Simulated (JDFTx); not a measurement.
Crystal: C.

```xyz
2
Lattice="0.0000 1.7834 1.7834 1.7834 0.0000 1.7834 1.7834 1.7834 0.0000" Properties=species:S:1:pos:R:3 pbc="T T T"
C     2.6751    2.6751    2.6751
C     1.7834    1.7834    1.7834
```

This isn't the form of C at room conditions, which is graphite.

Program: JDFTx 1.7.0 (patched build). Alike in all runs: potentials or basis SG15-PBE-1.2 with smoothed tails; no spin polarisation; cell as given; k mesh 13 × 13 × 13; cutoff (eV) 1361; smearing fermi-dirac 0.05 eV. Hardware: 1 thread of Intel(R) Xeon(R) 6975P-C (Granite Rapids) (shared host).

Task: Order these runs on this cell by their wall time, lowest first.
A. task single point; level LDA; max SCF steps 100; SCF threshold on the energy 1e-09 Ha; solver of the electrons scf; further solve for the empty bands yes
B. task single point; level r2SCAN; max SCF steps 100; SCF threshold on the energy 1e-09 Ha; solver of the electrons scf; further solve for the empty bands yes
C. task band structure; level PBEsol; band ratio of the Davidson solver 1.3; max SCF steps 30; SCF threshold on the energy 1e-06 Ha; solver of the electrons minimize; further solve for the empty bands no
D. task band structure; level r2SCAN; band ratio of the Davidson solver 1.3; max SCF steps 30; SCF threshold on the energy 1e-06 Ha; solver of the electrons minimize; further solve for the empty bands no

Result: C (2.9 s), D (7 s), A (15 s), B (41 s).

Not every run made on this cell is shown here.
